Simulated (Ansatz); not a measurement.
# ZnS (database structure): how the settings move a single-point run

Aim: see which settings change the result for ZnS (database structure), by how much, and at what cost.

Computed with Ansatz 0.2.0 (reference: DFT PBEsol, plane waves, PAW, scalar-relativistic, no spin polarisation, unless a step's input says otherwise).

**1. The starting structure**

It takes space group P6_3mc (No. 186, hexagonal). The conventional cell has a = 3.874 Å, b = 3.874 Å, c = 12.656 Å, α = 90.00°, β = 90.00°, γ = 120.00°. Around Zn (site symmetry 3m) lie 4 S at 2.37 Å. S (site symmetry 3m) is surrounded by 4 Zn at 2.37 Å.

Structure file:

```
Zn S
1.0
     1.93702    3.35501    0.00000
    -1.93702    3.35501    0.00000
     0.00000    0.00000   12.65614
Zn S
4 4
Direct
  0.00000 0.00000 0.00000
  0.00000 0.00000 0.50000
  0.33333 0.33333 0.25000
  0.66667 0.66667 0.75000
  0.00000 0.00000 0.18750
  0.00000 0.00000 0.68750
  0.33333 0.33333 0.43750
  0.66667 0.66667 0.93750
```

**2. Baseline**

input.yaml reads:

```yaml
crystal:
  lattice:
    - [1.937019, 3.355014, 0.0]
    - [-1.937019, 3.355014, 0.0]
    - [0.0, 0.0, 12.656138]
  atoms:
    - { symbol: Zn, position: [0.0, 0.0, 0.0] }
    - { symbol: Zn, position: [0.0, 0.0, 0.5] }
    - { symbol: Zn, position: [0.33333, 0.33334, 0.25] }
    - { symbol: Zn, position: [0.66666, 0.66667, 0.75] }
    - { symbol: S, position: [0.0, 0.0, 0.1875] }
    - { symbol: S, position: [0.0, 0.0, 0.6875] }
    - { symbol: S, position: [0.33333, 0.33334, 0.4375] }
    - { symbol: S, position: [0.66666, 0.66667, 0.9375] }
  symmetry: { tolerance: 0.0003 }
kpoints:
  mp_grid: { grid: [5, 5, 2], shift: [0, 0, 0] }
magnetization:
  spin_polarized: false
scf:
  occupations: { method: methfessel_paxton, width: 0.0493 }
hamiltonian:
  pseudopotentials: { kind: paw }
  xc: pbesol
basis:
  ecutwfc: 420
output:
  forces: true
  stress: true
  eigenvalues: true
  write_density: true
  write_potential: true
  elf: true
  volumetric_format: npy
```

On the command line:

```
ansatz run input.yaml --threads 1 --pin off --max-ram 2560MiB --backend cpu --events-out ev --progress --plain --runs-dir out
```

Log, shortened:

```text
Warning: the atoms were moved onto the symmetric positions of the space group found under crystal.symmetry.tolerance 3.0e-4 (fractional; no operation is sought that the atoms, as they stand in a round, miss by more than twice it, and no atom is moved by as much as it), and the run uses [...]
Warning: RAYON_NUM_THREADS=1 ignored (pool sized by the plan → 1); use --threads N
[...]
Pseudopotentials: kind: paw
Pseudopotential: Zn, paw, valence charge 12, recommended cutoff 420 eV (normal), Zn.paw.azcp
Pseudopotential: S, paw, valence charge 6, recommended cutoff 420 eV (normal), S.paw.azcp
Functional definition: PBEsol
[...]
Crystal: 8 atoms, lattice volume = 164.498 Å³
Basis set: ecut = 420 eV, 3235 PW (Γ), exchange–correlation on 54×54×180 points (8 copies of the dense FFT grid, shifted against one another)
Bands: 44, of which v1, the nominal top of the filled ones, is band 36 counted from 1 (35 counted from 0)
Symmetry: 12 space group operations
Space group: P63mc (ITA 186), of the structure as read, at distance tolerance 1.6e-3 Å
k-points: 10 of 50
[...]
SCF iter   1: F=—  HF=-16669.580032 eV  |F-HF|=—  |Δ(HF+E_count)|=         —  Δρ=5.10e-3  dr2=5.35e-2  ethr=1.77e-3  ⟨swp⟩=9.0  Hψ=1932  notcnv=0
[...]
SCF iter   9: F=-16669.564670 eV  HF=-16669.564670 eV  |F-HF|=7.62e-9  |Δ(HF+E_count)|=   8.66e-9  S|Δr|=    0.00e0  Δρ=3.31e-6  dr2=1.33e-8  ethr=1.32e-10  ⟨swp⟩=7.2  Hψ=2622  notcnv=0
[...]
SCF converged after 9 iterations
Stability not checked: this state was not tested for a lower state beside it, because cold or Methfessel-Paxton smearing, or corrected tetrahedra, fill the levels in a way that the test cannot read (fill_not_monotonic; see scf.lower_state_search)
Free energy (F): -16669.564670 eV
[...]
E sigma→0 (E₀):  -16669.564670 eV
Fermi energy:    6.087660 eV
Step filling:    the computed levels leave a gap of 1.8326 eV = 37.2 smearing widths at the electron count; against every level under it full and every level over it empty, smearing changes F+E_penalty+E_count by +7.40e-151 meV and its σ→0 estimate by -1.27e-148 meV
[...]
--- Forces (eV/Å), atoms counted from 1 ---
  atom   1  Zn    -0.00000000    -0.00000000     0.00339687
  atom   2  Zn    -0.00000000     0.00000000     0.00339687
  atom   3  Zn    -0.00000000    -0.00000000    -0.00469657
  atom   4  Zn     0.00000000     0.00000000    -0.00469657
  atom   5  S      0.00000000     0.00000000    -0.02388948
  atom   6  S     -0.00000000    -0.00000000    -0.02388948
  atom   7  S     -0.00000000    -0.00000000     0.02519159
  atom   8  S      0.00000000     0.00000000     0.02519159
[...]
--- Stress (GPa, compression-positive) ---
       -4.560323       0.000000      -0.000000
       -0.000000      -4.560323      -0.000000
       -0.000000      -0.000000      -4.527081
  P = ⅓ Tr σ = -4.5492 GPa (-45.492 kbar)
--- Band table (eV; the first three rows and the last of 10) ---
[...]
```

Wall time 9.3 s (1 thread of Arm Neoverse V2, shared host); peak memory 0.37 GiB.

**3. Changing settings: occupations.method tetrahedron_uncorrected, ecutwfc 450 eV, width left out**

input.yaml, as its differences from that of step 2:

```diff
@@ -20,3 +20,3 @@
 scf:
-  occupations: { method: methfessel_paxton, width: 0.0493 }
+  occupations: { method: tetrahedron_uncorrected }
 hamiltonian:
@@ -25,3 +25,3 @@
 basis:
-  ecutwfc: 420
+  ecutwfc: "450 eV"
 output:
```

On the command line:

```
ansatz run input.yaml --threads 1 --pin off --max-ram 2560MiB --backend cpu --events-out ev --progress --plain --runs-dir out
```

Log, shortened:

```text
Warning: the atoms were moved onto the symmetric positions of the space group found under crystal.symmetry.tolerance 3.0e-4 (fractional; no operation is sought that the atoms, as they stand in a round, miss by more than twice it, and no atom is moved by as much as it), and the run uses [...]
Warning: RAYON_NUM_THREADS=1 ignored (pool sized by the plan → 1); use --threads N
band count auto-derived: 45 (N_el = 72.0; filled up to band 36; 44 by the electrons, moments and atoms)
[...]
Pseudopotentials: kind: paw
Pseudopotential: Zn, paw, valence charge 12, recommended cutoff 420 eV (normal), Zn.paw.azcp
Pseudopotential: S, paw, valence charge 6, recommended cutoff 420 eV (normal), S.paw.azcp
Functional definition: PBEsol
[...]
Crystal: 8 atoms, lattice volume = 164.498 Å³
Basis set: ecut = 450 eV, 3583 PW (Γ), exchange–correlation on 54×54×180 points (8 copies of the dense FFT grid, shifted against one another)
Bands: 45, of which v1, the nominal top of the filled ones, is band 36 counted from 1 (35 counted from 0)
Symmetry: 12 space group operations
[...]
SCF iter   1: F=—  HF=-16669.585497 eV  |F-HF|=—  |Δ(HF+E_count)|=         —  Δρ=5.07e-3  dr2=5.36e-2  ethr=1.77e-3  ⟨swp⟩=8.9  Hψ=1987  notcnv=0  defer=1
[...]
SCF iter   7: F=-16669.569469 eV  HF=-16669.569469 eV  |F-HF|=4.64e-8  |Δ(HF+E_count)|=   2.56e-6  Δρ=7.12e-6  dr2=7.46e-8  ethr=1.39e-10  ⟨swp⟩=8.5  Hψ=3357  notcnv=0
[...]
SCF converged after 7 iterations
Free energy (F): -16669.569469 eV
[...]
E sigma→0 (E₀):  -16669.569469 eV
Fermi energy:    5.170219 eV
[...]
--- Forces (eV/Å), atoms counted from 1 ---
  atom   1  Zn    -0.00000000    -0.00000000     0.00338150
  atom   2  Zn     0.00000000     0.00000000     0.00338150
  atom   3  Zn    -0.00000000    -0.00000000    -0.00469466
  atom   4  Zn     0.00000000     0.00000000    -0.00469466
  atom   5  S      0.00000000     0.00000000    -0.02384228
  atom   6  S     -0.00000000     0.00000000    -0.02384228
  atom   7  S     -0.00000000     0.00000000     0.02516567
  atom   8  S      0.00000000     0.00000000     0.02516567
[...]
--- Stress (GPa, compression-positive) ---
       -4.564669       0.000000      -0.000000
       -0.000000      -4.564669      -0.000000
       -0.000000      -0.000000      -4.531489
  P = ⅓ Tr σ = -4.5536 GPa (-45.536 kbar)
--- Band table (eV; the first three rows and the last of 10) ---
[...]
```

Wall time 6.9 s (1 thread of Arm Neoverse V2, shared host); peak memory 0.36 GiB.

Changing the smearing and cutoff moves the energy by -0.6 meV/atom (σ→0 values). More than one kind of setting changed, and this run alone doesn't tell their shares apart.

**4. Changing settings: occupations.method gaussian, occupations.width 0.01, scf.algorithm direct_min**

input.yaml, as its differences from that of step 2:

```diff
@@ -20,3 +20,4 @@
 scf:
-  occupations: { method: methfessel_paxton, width: 0.0493 }
+  occupations: { method: gaussian, width: 0.01 }
+  algorithm: direct_min
 hamiltonian:
@@ -30,5 +31 @@
   eigenvalues: true
-  write_density: true
-  write_potential: true
-  elf: true
-  volumetric_format: npy
```

On the command line:

```
ansatz run input.yaml --threads 1 --pin off --max-ram 2560MiB --backend cpu --events-out ev --progress --plain --runs-dir out
```

Log, shortened:

```text
Warning: the atoms were moved onto the symmetric positions of the space group found under crystal.symmetry.tolerance 3.0e-4 (fractional; no operation is sought that the atoms, as they stand in a round, miss by more than twice it, and no atom is moved by as much as it), and the run uses [...]
Warning: RAYON_NUM_THREADS=1 ignored (pool sized by the plan → 1); use --threads N
[...]
Pseudopotentials: kind: paw
Pseudopotential: Zn, paw, valence charge 12, recommended cutoff 420 eV (normal), Zn.paw.azcp
Pseudopotential: S, paw, valence charge 6, recommended cutoff 420 eV (normal), S.paw.azcp
Functional definition: PBEsol
[...]
Crystal: 8 atoms, lattice volume = 164.498 Å³
Basis set: ecut = 420 eV, 3235 PW (Γ), exchange–correlation on 54×54×180 points (8 copies of the dense FFT grid, shifted against one another)
Bands: 44, of which v1, the nominal top of the filled ones, is band 36 counted from 1 (35 counted from 0)
Symmetry: 12 space group operations
Space group: P63mc (ITA 186), of the structure as read, at distance tolerance 1.6e-3 Å
k-points: 10 of 50
[...]
SCF converged after 7 iterations
Stability not checked: this state was not tested for a lower state beside it, because a direct minimisation reached the state, and no test of it is asked (direct_minimisation; see scf.lower_state_search)
Free energy (F): -16669.564670 eV
[...]
E sigma→0 (E₀):  -16669.564670 eV
Fermi energy:    6.087200 eV
[...]
--- Forces (eV/Å), atoms counted from 1 ---
  atom   1  Zn    -0.00000000    -0.00000000     0.00340261
  atom   2  Zn     0.00000000     0.00000000     0.00340261
  atom   3  Zn    -0.00000000    -0.00000000    -0.00470271
  atom   4  Zn     0.00000000     0.00000000    -0.00470271
  atom   5  S      0.00000000     0.00000000    -0.02388475
  atom   6  S     -0.00000000    -0.00000000    -0.02388475
  atom   7  S     -0.00000000    -0.00000000     0.02518577
  atom   8  S      0.00000000     0.00000000     0.02518577
[...]
--- Stress (GPa, compression-positive) ---
       -4.560266      -0.000000      -0.000000
       -0.000000      -4.560266      -0.000000
       -0.000000      -0.000000      -4.527043
  P = ⅓ Tr σ = -4.5492 GPa (-45.492 kbar)
--- Band table (eV; the first three rows and the last of 10) ---
[...]
```

Run time: 20 s. Hardware: 1 thread of Arm Neoverse V2, shared host; peak memory 0.42 GiB.

The changed input (smearing and solver) leaves the energy the same to the digits printed.

**5. Changed: mp_grid.grid [8, 8, 3], n_extra_bands 2**

input.yaml, as its differences from that of step 2:

```diff
@@ -16,3 +16,3 @@
 kpoints:
-  mp_grid: { grid: [5, 5, 2], shift: [0, 0, 0] }
+  mp_grid: { grid: [8, 8, 3], shift: [0, 0, 0] }
 magnetization:
@@ -21,2 +21,3 @@
   occupations: { method: methfessel_paxton, width: 0.0493 }
+  n_extra_bands: 2
 hamiltonian:
```

On the command line:

```
ansatz run input.yaml --threads 1 --pin off --max-ram 2560MiB --backend cpu --events-out ev --progress --plain --runs-dir out
```

Log, shortened:

```text
Warning: the atoms were moved onto the symmetric positions of the space group found under crystal.symmetry.tolerance 3.0e-4 (fractional; no operation is sought that the atoms, as they stand in a round, miss by more than twice it, and no atom is moved by as much as it), and the run uses [...]
Warning: RAYON_NUM_THREADS=1 ignored (pool sized by the plan → 1); use --threads N
scf.n_extra_bands = 2 over 36 filled bands (N_el = 72.0): the run solves 38 bands
[...]
Pseudopotentials: kind: paw
Pseudopotential: Zn, paw, valence charge 12, recommended cutoff 420 eV (normal), Zn.paw.azcp
Pseudopotential: S, paw, valence charge 6, recommended cutoff 420 eV (normal), S.paw.azcp
Functional definition: PBEsol
[...]
Crystal: 8 atoms, lattice volume = 164.498 Å³
Basis set: ecut = 420 eV, 3235 PW (Γ), exchange–correlation on 54×54×180 points (8 copies of the dense FFT grid, shifted against one another)
Bands: 38, of which v1, the nominal top of the filled ones, is band 36 counted from 1 (35 counted from 0)
Symmetry: 12 space group operations
[...]
Free energy (F): -16669.588106 eV
[...]
E sigma→0 (E₀):  -16669.588106 eV
Fermi energy:    6.084268 eV
Step filling:    the computed levels leave a gap of 1.8347 eV = 37.2 smearing widths at the electron count; against every level under it full and every level over it empty, smearing changes F+E_penalty+E_count by +8.81e-152 meV and its σ→0 estimate by -1.52e-149 meV
[...]
--- Forces (eV/Å), atoms counted from 1 ---
  atom   1  Zn    -0.00000000     0.00000000    -0.00013638
  atom   2  Zn     0.00000000     0.00000000    -0.00013638
  atom   3  Zn     0.00000000     0.00000000    -0.00855403
  atom   4  Zn     0.00000000     0.00000000    -0.00855403
  atom   5  S      0.00000000    -0.00000000    -0.02077325
  atom   6  S      0.00000000     0.00000000    -0.02077325
  atom   7  S      0.00000000    -0.00000000     0.02946861
  atom   8  S     -0.00000000     0.00000000     0.02946861
[...]
--- Stress (GPa, compression-positive) ---
       -4.632255      -0.000000      -0.000000
       -0.000000      -4.632255      -0.000000
       -0.000000      -0.000000      -4.485996
  P = ⅓ Tr σ = -4.5835 GPa (-45.835 kbar)
--- Band table (eV; the first three rows and the last of 20) ---
[...]
```

Wall time 18 s (1 thread of Arm Neoverse V2, shared host); peak memory 0.39 GiB.

Changing the k-point mesh and band count moves the energy by -2.9 meV/atom. Sampling errors of the energy have no fixed sign. Of the settings changed, the mesh is the one that moves energies this far. Cost: 18 s against 9.3 s.

**6. Changed: symmetry.detect false, tolerance left out**

input.yaml, as its differences from that of step 2:

```diff
@@ -14,3 +14,3 @@
     - { symbol: S, position: [0.66666, 0.66667, 0.9375] }
-  symmetry: { tolerance: 0.0003 }
+  symmetry: { detect: false }
 kpoints:
@@ -30,5 +30 @@
   eigenvalues: true
-  write_density: true
-  write_potential: true
-  elf: true
-  volumetric_format: npy
```

On the command line:

```
ansatz run input.yaml --threads 1 --pin off --max-ram 2560MiB --backend cpu --events-out ev --progress --plain --runs-dir out
```

Log, shortened:

```text
Warning: RAYON_NUM_THREADS=1 ignored (pool sized by the plan → 1); use --threads N
[...]
Pseudopotentials: kind: paw
Pseudopotential: Zn, paw, valence charge 12, recommended cutoff 420 eV (normal), Zn.paw.azcp
Pseudopotential: S, paw, valence charge 6, recommended cutoff 420 eV (normal), S.paw.azcp
Functional definition: PBEsol
[...]
Crystal: 8 atoms, lattice volume = 164.498 Å³
Basis set: ecut = 420 eV, 3235 PW (Γ), exchange–correlation on 54×54×180 points (8 copies of the dense FFT grid, shifted against one another)
Bands: 44, of which v1, the nominal top of the filled ones, is band 36 counted from 1 (35 counted from 0)
Symmetry: 1 space group operations
k-points: 26 of 50 (time reversal used)
[...]
SCF iter   1: F=—  HF=-16669.580037 eV  |F-HF|=—  |Δ(HF+E_count)|=         —  Δρ=5.10e-3  dr2=5.35e-2  ethr=1.77e-3  ⟨swp⟩=8.5  Hψ=4908  notcnv=0
[...]
Fermi energy:    6.087661 eV
Step filling:    the computed levels leave a gap of 1.8326 eV = 37.2 smearing widths at the electron count; against every level under it full and every level over it empty, smearing changes F+E_penalty+E_count by +7.39e-151 meV and its σ→0 estimate by -1.27e-148 meV
[...]
--- Forces (eV/Å), atoms counted from 1 ---
  atom   1  Zn    -0.00008441    -0.00004781     0.00339403
  atom   2  Zn    -0.00008407     0.00004786     0.00339864
  atom   3  Zn     0.00008574    -0.00004632    -0.00469802
  atom   4  Zn     0.00008616     0.00004639    -0.00469448
  atom   5  S     -0.00010032     0.00004745    -0.02388981
  atom   6  S     -0.00010049    -0.00004751    -0.02388991
  atom   7  S      0.00009853    -0.00005475     0.02519446
  atom   8  S      0.00009878     0.00005470     0.02519014
[...]
--- Stress (GPa, compression-positive) ---
       -4.560182       0.000001      -0.000011
        0.000001      -4.560469       0.000000
       -0.000011       0.000000      -4.527081
  P = ⅓ Tr σ = -4.5492 GPa (-45.492 kbar)
--- Band table (eV; the first three rows and the last of 26) ---
[...]
```

Wall time 18 s (1 thread of Arm Neoverse V2, shared host); peak memory 0.41 GiB.

Energy and cycle count are those of the reference, so the change (use of symmetry) left the result and the number of cycles as they were.

**7. Side by side**

| run | ending | energy change | pressure (GPa) | gap (eV) | force (eV/Å) | cycles | time |
| --- | --- | --- | --- | --- | --- | --- | --- |
| reference | converged | 0 | -4.5 | 1.83 | 0.03 | 9 | 9.3 s |
| 1: occupations.method tetrahedron_uncorrected, ecutwfc 450 eV, width left out | converged | -0.6 meV/atom (σ→0) | -4.6 | 1.83 | 0.03 | 7 | 6.9 s |
| 2: occupations.method gaussian, occupations.width 0.01, scf.algorithm direct_min | converged | 0.0 meV/atom (σ→0) | -4.5 | 1.83 | 0.03 | 7 | 20 s |
| 3: mp_grid.grid [8, 8, 3], n_extra_bands 2 | converged | -2.9 meV/atom | -4.6 | 1.83 | 0.03 | 9 | 18 s |
| 4: symmetry.detect false, tolerance left out | converged | 0.0 meV/atom | -4.5 | 1.83 | 0.03 | 9 | 18 s |

Times don't compare one to one where runs were asked for different outputs or read a saved state (see the inputs); cycles may leave out searches for a lower state.

Residual by cycle in the longest SCF loop of each run; runs are numbered as in the table. The quantity is the density residual dr2, in eV.

| cycle | reference | run 1 | run 2 | run 3 | run 4 |
| --- | --- | --- | --- | --- | --- |
| 1 | 0.0535 | 0.0536 | 0.0542 | 0.06 | 0.0535 |
| 2 | 0.0109 | 0.0107 | 0.0207 | 0.0121 | 0.0109 |
| 3 | 0.00213 | 0.00217 | 6.4e-4 | 0.00245 | 0.00213 |
| 4 | 2.6e-4 | 2.7e-4 | 5.3e-6 | 3.3e-4 | 2.6e-4 |
| 5 | 2.0e-5 | 1.4e-5 | 3.3e-7 | 1.5e-5 | 2.0e-5 |
| 6 | 2.0e-6 | 1.7e-6 | 5.7e-8 | 1.6e-6 | 2.0e-6 |
| 7 | 1.8e-7 | 7.5e-8 | 3.8e-10 | 2.4e-7 | 1.8e-7 |
| 8 | 9.5e-8 | - | - | 1.0e-7 | 9.3e-8 |
| 9 | 1.3e-8 | - | - | 1.8e-8 | 1.5e-8 |

**Reading.** The pressure spans -4.6 to -4.5 GPa over the reference and the converged variants.

These are semilocal Kohn-Sham gaps, which aren't the measured quantity. Such gaps usually fall short of the measured ones.
